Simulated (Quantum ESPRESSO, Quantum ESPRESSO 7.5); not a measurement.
## 2H-WS2, 1 layer, stepped through the share of short-range exact exchange

What law, if any, do the results for 2H-WS2, 1 layer follow against the share of short-range exact exchange?

Calculated with Quantum ESPRESSO 7.5; plane-wave DFT, PBE, SG15 norm-conserving pseudopotentials (geometry by pw.x at PBE, GBRV ultrasoft).

**1. The starting structure**

The cell holds 3 atoms: 2 S and 1 W. Its edges and angles: a = 3.180 Å, b = 3.180 Å, c = 18.476 Å, α = 90.0°, β = 90.0°, γ = 120.0°. It derives from WS2. Vacuum lies along c.

Set-up: Cell and atoms are relaxed under PBE (GBRV files) and held. Screened hybrids with norm-conserving files, screening 0.106 per bohr, fixed occupations, a 9×9×1 mesh with exchange on 3×3×1 q points. Levels count from the potential in the middle of the vacuum.

Members 0.15, 0.2 and 0.25 took the same steps and show in the table alone.

**2. Variable-cell relaxation of the reference**

What the set-up leaves free in this member is relaxed.

Input file ref.relax.in:

```
&control
  prefix = 'ref.relax'
  outdir = './out'
  pseudo_dir = './pseudo'
  nstep = 80
  forc_conv_thr = 0.0004
  calculation = 'vc-relax'
  etot_conv_thr = 1e-06
/
&system
  ibrav = 0
  nat = 3
  ntyp = 2
  ecutwfc = 50
  ecutrho = 250
  occupations = 'smearing'
  smearing = 'fd'
  degauss = 0.004
/
&electrons
  conv_thr = 1e-09
  mixing_beta = 0.4
  electron_maxstep = 120
  mixing_mode = 'plain'
/
&ions
/
&cell
  cell_dofree = '2Dxy'
  press_conv_thr = 0.3
/
ATOMIC_SPECIES
  S   32.0600  s_pbe_v1.4.uspp.F.UPF
  W   183.8400  w_pbe_v1.2.uspp.F.UPF
CELL_PARAMETERS angstrom
  3.18000000000000 0.00000000000000 0.00000000000000
  -1.59000000000000 2.75396078403451 0.00000000000000
  0.00000000000000 0.00000000000000 18.47562023241895
ATOMIC_POSITIONS crystal
  S   0.333333333300 0.666666666700 0.405940363877
  W   0.000000000000 0.000000000000 0.500000000000
  S   0.333333333300 0.666666666700 0.594059636123
K_POINTS automatic
  12 12 1 0 0 0
```

Command:

```
$ OMP_NUM_THREADS=1 mpirun -n 4 pw.x -nk 4 -in ref.relax.in > ref.relax.out
```

The log of the run:

```text
Program PWSCF v.7.5 starts
[citation notice left out]

     Parallel version (MPI & OpenMP), running on       4 processor cores
     Number of MPI processes:                 4
     Threads/MPI process:                     1

     MPI processes distributed on     1 nodes
[...]
Current dimensions of program PWSCF are:
     Max number of different atomic species (ntypx) = 10
     Max number of k-points (npk) =  40000
     Max angular momentum in pseudopotentials (lmaxx) =  4
     Message from routine setup:
     using ibrav=0 with symmetry is DISCOURAGED, use correct ibrav instead

     K-points division:     npool     =       4
     Subspace diagonalization in iterative solution of the eigenvalue problem:
     a serial algorithm will be used

     G-vector sticks info
     --------------------
     sticks:   dense  smooth     PW     G-vecs:    dense   smooth      PW
     Sum         625     499    151                72751    52315    8709

     Using Slab Decomposition

     bravais-lattice index     =            0
     lattice parameter (alat)  =       6.0093  a.u.
     unit-cell volume          =    1091.8941 (a.u.)^3
     number of atoms/cell      =            3
     number of atomic types    =            2
     number of electrons       =        26.00
     number of Kohn-Sham states=           17
     kinetic-energy cutoff     =      50.0000  Ry
     charge density cutoff     =     250.0000  Ry
     scf convergence threshold =      1.0E-09
     mixing beta               =       0.4000
     number of iterations used =            8  plain     mixing
     energy convergence thresh.=      1.0E-06
     force convergence thresh. =      4.0E-04
     press convergence thresh. =      3.0E-01
     Exchange-correlation= SLA  PW   PBE  PBE
                           (   1   4   3   4   0   0   0)
     nstep                     =           80

     celldm(1)=   6.009329  celldm(2)=   0.000000  celldm(3)=   0.000000
     celldm(4)=   0.000000  celldm(5)=   0.000000  celldm(6)=   0.000000

     crystal axes: (cart. coord. in units of alat)
               a(1) = (   1.000000   0.000000   0.000000 )
               a(2) = (  -0.500000   0.866025   0.000000 )
               a(3) = (   0.000000   0.000000   5.809943 )

     reciprocal axes: (cart. coord. in units 2 pi/alat)
               b(1) = (  1.000000  0.577350 -0.000000 )
               b(2) = (  0.000000  1.154701  0.000000 )
               b(3) = (  0.000000 -0.000000  0.172119 )

     PseudoPot. # 1 for S  read from file:
     ./pseudo/s_pbe_v1.4.uspp.F.UPF
     Pseudo is Ultrasoft + core correction, Zval =  6.0
     Generated by new atomic code, or converted to UPF format
     Using radial grid of  907 points,  6 beta functions with:
                l(1) =   0
                l(2) =   0
                l(3) =   1
                l(4) =   1
                l(5) =   2
                l(6) =   2
     Q(r) pseudized with  8 coefficients,  rinner =    1.300   1.300   1.300
                                                       1.300   1.300

     PseudoPot. # 2 for W  read from file:
     ./pseudo/w_pbe_v1.2.uspp.F.UPF
     Pseudo is Ultrasoft + core correction, Zval = 14.0
     Generated by new atomic code, or converted to UPF format
     Using radial grid of  923 points,  8 beta functions with:
                l(1) =   0
                l(2) =   0
                l(3) =   0
                l(4) =   1
                l(5) =   1
                l(6) =   2
                l(7) =   2
                l(8) =   3
     Q(r) pseudized with  6 coefficients,  rinner =    1.350   1.350   1.350
                                                       1.350   1.350   1.350
                                                       1.350

     atomic species   valence    mass     pseudopotential
     S                 6.00    32.06000     S ( 1.00)
     W                14.00   183.84000     W ( 1.00)

     12 Sym. Ops. (no inversion) found

   Cartesian axes

     site n.     atom                  positions (alat units)
         1        S      tau(   1) = (  -0.0000000   0.5773503   2.3584906  )
         2        W      tau(   2) = (   0.0000000   0.0000000   2.9049717  )
         3        S      tau(   3) = (  -0.0000000   0.5773503   3.4514529  )

     number of k points=    19  Fermi-Dirac smearing, width (Ry)=  0.0040
                       cart. coord. in units 2pi/alat
        k(    1) = (   0.0000000   0.0000000   0.0000000), wk =   0.0138889
        k(    2) = (   0.0000000   0.0962250   0.0000000), wk =   0.0833333
        k(    3) = (   0.0000000   0.1924501   0.0000000), wk =   0.0833333
        k(    4) = (   0.0000000   0.2886751   0.0000000), wk =   0.0833333
        k(    5) = (   0.0000000   0.3849002   0.0000000), wk =   0.0833333
        k(    6) = (   0.0000000   0.4811252   0.0000000), wk =   0.0833333
        k(    7) = (   0.0000000  -0.5773503   0.0000000), wk =   0.0416667
        k(    8) = (   0.0833333   0.1443376   0.0000000), wk =   0.0833333
        k(    9) = (   0.0833333   0.2405626   0.0000000), wk =   0.1666667
        k(   10) = (   0.0833333   0.3367877   0.0000000), wk =   0.1666667
[...]
k(   19) = (   0.3333333   0.5773503   0.0000000), wk =   0.0277778

     Dense  grid:    72751 G-vectors     FFT dimensions: (  32,  32, 180)

     Smooth grid:    52315 G-vectors     FFT dimensions: (  27,  27, 160)

     Estimated max dynamical RAM per process >     186.28 MB

     Estimated total dynamical RAM >     691.84 MB

     Check: negative core charge=   -0.000001

     Initial potential from superposition of free atoms

     starting charge      25.8996, renormalised to      26.0000

     negative rho (up, down):  6.146E-02 0.000E+00
     Starting wfcs are   21 randomized atomic wfcs

     total cpu time spent up to now is        1.7 secs

     per-process dynamical memory:    70.6 Mb

     Self-consistent Calculation

     iteration #  1     ecut=    50.00 Ry     beta= 0.40
     Davidson diagonalization with overlap
     ethr =  1.00E-02,  avg # of iterations =  2.1

     Threshold (ethr) on eigenvalues was too large:
     Diagonalizing with lowered threshold

     Davidson diagonalization with overlap
     ethr =  3.90E-04,  avg # of iterations =  2.0

     negative rho (up, down):  6.316E-02 0.000E+00

     total cpu time spent up to now is        4.3 secs

     total energy              =    -207.46901081 Ry
     estimated scf accuracy    <       0.11225341 Ry

     iteration #  2     ecut=    50.00 Ry     beta= 0.40
[...]
hartree contribution      =     492.83404068 Ry
     xc contribution           =     -58.13449990 Ry
     ewald contribution        =     343.00698679 Ry

     convergence has been achieved in   9 iterations

     negative rho (up, down):  6.686E-02 0.000E+00

     Forces acting on atoms (cartesian axes, Ry/au):

     atom    1 type  1   force =     0.00000000    0.00000000    0.03102200
     atom    2 type  2   force =    -0.00000000   -0.00000000    0.00000000
     atom    3 type  1   force =     0.00000000    0.00000000   -0.03102200

     Total force =     0.043872     Total SCF correction =     0.000053

     Computing stress (Cartesian axis) and pressure

     negative rho (up, down):  6.686E-02 0.000E+00
          total   stress  (Ry/bohr**3)                   (kbar)     P=       -8.38
   0.00000545  -0.00000000  -0.00000000            0.80       -0.00       -0.00
  -0.00000000   0.00000545   0.00000000           -0.00        0.80        0.00
   0.00000000  -0.00000000  -0.00018180            0.00       -0.00      -26.74

     Energy error            =      1.2E-02 Ry
     Gradient error          =      3.1E-02 Ry/Bohr
     Cell gradient error     =      8.0E-01 kbar

     number of scf cycles    =   3
     number of bfgs steps    =   2

     enthalpy           old  =    -207.5053743691 Ry
     enthalpy           new  =    -207.5168898925 Ry

     CASE: enthalpy          _new < enthalpy          _old

     new trust radius        =       0.0848922515 bohr
     new conv_thr            =       0.0000000008 Ry

     new unit-cell volume =   1072.99041 a.u.^3 (   159.00077 Ang^3 )
     density =      2.58959 g/cm^3

CELL_PARAMETERS (angstrom)
   3.152352614  -0.000000000   0.000000000
  -1.576176307   2.730017446   0.000000000
   0.000000000   0.000000000  18.475620232

ATOMIC_POSITIONS (crystal)
S                0.3333333333        0.6666666667        0.4143582600
W                0.0000000000        0.0000000000        0.5000000000
S                0.3333333333        0.6666666667        0.5856417400

[...]
NEW-OLD atomic charge density approx. for the potential
     New effective cutoffs (rho, wfc):  254.16   50.86

     Check: negative core charge=   -0.000001

     negative rho (up, down):  6.684E-02 0.000E+00

     total cpu time spent up to now is       62.2 secs

     per-process dynamical memory:    76.5 Mb

[...]
!    total energy              =    -207.51932290 Ry
[...]
Total force =     0.003118     Total SCF correction =     0.000002
[...]
number of bfgs steps    =   3
[...]
new trust radius        =       0.0116699570 bohr
[...]
!    total energy              =    -207.51958882 Ry
[...]
Total force =     0.001139     Total SCF correction =     0.000022
[...]
number of bfgs steps    =   4
[...]
new trust radius        =       0.0128369527 bohr
[...]
!    total energy              =    -207.51981132 Ry
[...]
Total force =     0.002115     Total SCF correction =     0.000008
[...]
number of bfgs steps    =   5
[...]
new trust radius        =       0.0192554291 bohr
[...]
!    total energy              =    -207.52004611 Ry
[...]
Total force =     0.001858     Total SCF correction =     0.000007
[...]
number of bfgs steps    =   6
[...]
new trust radius        =       0.0260036809 bohr
[...]
!    total energy              =    -207.52016673 Ry
[...]
Total force =     0.000378     Total SCF correction =     0.000014
[...]
number of bfgs steps    =   7
[...]
new trust radius        =       0.0006531204 bohr
[...]
!    total energy              =    -207.52016693 Ry
[...]
Total force =     0.000096     Total SCF correction =     0.000001
[...]
Self-consistent Calculation

     iteration #  1     ecut=    50.00 Ry     beta= 0.40
     Davidson diagonalization with overlap
     ethr =  1.00E-06,  avg # of iterations = 14.8

     negative rho (up, down):  6.290E-02 0.000E+00

     total cpu time spent up to now is      167.6 secs

     total energy              =    -207.50470536 Ry
     estimated scf accuracy    <       0.10980894 Ry

[...]
iteration # 15     ecut=    50.00 Ry     beta= 0.40
[...]
negative rho (up, down):  6.631E-02 0.000E+00

[...]
End of self-consistent calculation

          k = 0.0000 0.0000 0.0000 (  6547 PWs)   bands (ev):

   -74.2420 -38.4758 -38.3257 -38.3257 -14.9227 -13.3049  -6.5138  -3.0213
    -3.0213  -2.3023  -1.7979  -1.7979  -0.2415   2.6819   2.6819   2.8246
     2.8246

          k = 0.0000 0.0960 0.0000 (  6545 PWs)   bands (ev):

   -74.2409 -38.4718 -38.3481 -38.3309 -14.8093 -13.2628  -6.3773  -3.3187
    -2.9103  -2.6956  -1.9765  -1.6052  -0.2992   2.5486   2.5831   2.7240
     2.8930

          k = 0.0000 0.1921 0.0000 (  6552 PWs)   bands (ev):

   -74.2379 -38.4609 -38.4087 -38.3451 -14.4863 -13.1433  -6.0092  -4.0083
    -3.3371  -2.6045  -2.3931  -1.5992  -0.5598   2.1567   2.5067   2.5978
     3.3780

          k = 0.0000 0.2881 0.0000 (  6540 PWs)   bands (ev):

   -74.2339 -38.4906 -38.4458 -38.3644 -14.0064 -12.9676  -5.6392  -4.6667
    -4.0249  -2.8555  -2.1885  -1.8482  -1.0458   2.1110   2.3423   2.9505
     3.8806

          k = 0.0000 0.3842 0.0000 (  6556 PWs)   bands (ev):

   -74.2298 -38.5713 -38.4308 -38.3836 -13.4637 -12.7745  -5.9322  -4.6760
    -4.6681  -3.2421  -2.1117  -1.7950  -1.3826   2.3601   2.3871   3.4238
     4.2438

          k = 0.0000 0.4802 0.0000 (  6558 PWs)   bands (ev):

   -74.2268 -38.6297 -38.4197 -38.3976 -13.0064 -12.6191  -6.4360  -5.1360
    -4.5787  -3.4922  -2.2714  -1.5412  -1.2774   2.5363   2.8054   3.7418
     4.4383

[...]
the Fermi energy is     0.7296 ev

!    total energy              =    -207.52018755 Ry
     estimated scf accuracy    <          1.0E-12 Ry
     smearing contrib. (-TS)   =      -0.00000000 Ry
     internal energy E=F+TS    =    -207.52018755 Ry

     The total energy is F=E-TS. E is the sum of the following terms:
     one-electron contribution =    -981.73847271 Ry
     hartree contribution      =     490.92973968 Ry
     xc contribution           =     -58.17316290 Ry
     ewald contribution        =     341.46170837 Ry

     convergence has been achieved in  15 iterations

     negative rho (up, down):  6.631E-02 0.000E+00

     Forces acting on atoms (cartesian axes, Ry/au):

     atom    1 type  1   force =     0.00000000    0.00000000    0.00006853
     atom    2 type  2   force =     0.00000000    0.00000000    0.00000000
     atom    3 type  1   force =     0.00000000    0.00000000   -0.00006853

     Total force =     0.000097     Total SCF correction =     0.000003

     Computing stress (Cartesian axis) and pressure

     negative rho (up, down):  6.631E-02 0.000E+00
          total   stress  (Ry/bohr**3)                   (kbar)     P=       -0.21
   0.00000005  -0.00000000   0.00000000            0.01       -0.00        0.00
  -0.00000000   0.00000005   0.00000000           -0.00        0.01        0.00
   0.00000000   0.00000000  -0.00000444            0.00        0.00       -0.65

[...]
=------------------------------------------------------------------------------=
   JOB DONE.
=------------------------------------------------------------------------------=
```

The job ended after 3.2 min (4 MPI ranks of Arm Neoverse V1, shared host; peak memory 0.86 GiB; 13 min of CPU time).

Step by step:

| step | energy less that of the first step (eV) | largest force (eV/Å) | volume (Å³) |
| --- | --- | --- | --- |
| 1 | 0.0000 | 2.5590 | 161.80 |
| 2 | -0.2473 | 1.7937 | 160.42 |
| 3 | -0.4040 | 0.7976 | 159.26 |
| 4 | -0.4371 | 0.0567 | 159.00 |
| 5 | -0.4407 | 0.0207 | 159.57 |
| 6 | -0.4437 | 0.0384 | 160.19 |
| 7 | -0.4469 | 0.0338 | 161.13 |
| 8 | -0.4486 | 0.0069 | 162.41 |
| 9 | -0.4486 | 0.0017 | 162.43 |
| 10 | -0.4488 | 0.0018 | 162.43 |

| cell as run | before | after | change |
| --- | --- | --- | --- |
| a (Å) | 3.180 | 3.186 | +0.2 % |
| b (Å) | 3.180 | 3.186 | +0.2 % |

The atoms that moved most (Å, along periodic axes as changes of fractional coordinates times the final cell, across vacuum about the mean position):

| atom | dx | dy | dz | length |
| --- | --- | --- | --- | --- |
| S1 | 0.000 | 0.000 | 0.165 | 0.165 |
| S3 | 0.000 | 0.000 | -0.165 | 0.165 |

The relaxed structure:

```cif
data_structure
_symmetry_space_group_name_H-M 'P 1'
_symmetry_Int_Tables_number 1
_cell_length_a 3.1862
_cell_length_b 3.1862
_cell_length_c 18.4756
_cell_angle_alpha 90.000
_cell_angle_beta 90.000
_cell_angle_gamma 120.000
_cell_volume 162.43
loop_
_atom_site_label
_atom_site_type_symbol
_atom_site_fract_x
_atom_site_fract_y
_atom_site_fract_z
_atom_site_occupancy
S1 S 0.33333 0.66667 0.41486 1
W2 W 0.00000 0.00000 0.50000 1
S3 S 0.33333 0.66667 0.58514 1
```

 The last row is no step: it is a fresh SCF in the final cell with a new plane-wave basis, -0 meV from the row before.

This step gave:

```
free energy  : -2823.4560 eV
Fermi energy : 0.7296 eV
```

(Continued in part 2 of 3.)

[Logs are printed without paths, hosts, clocks, repeated set-up lines and the standing remarks that a program may print on its own settings, such as how far it seeks lower states.]

[Hosts, paths, dates, database ids (printed as entryN), source tags and the programs' standing remarks are cut or masked in the printed files.]

[Maps of the electrostatic potential energy from Ansatz leave out the sawtooth potential of an applied field or a dipole correction, so their vacuum need not be flat; planar profiles and work functions include it.]
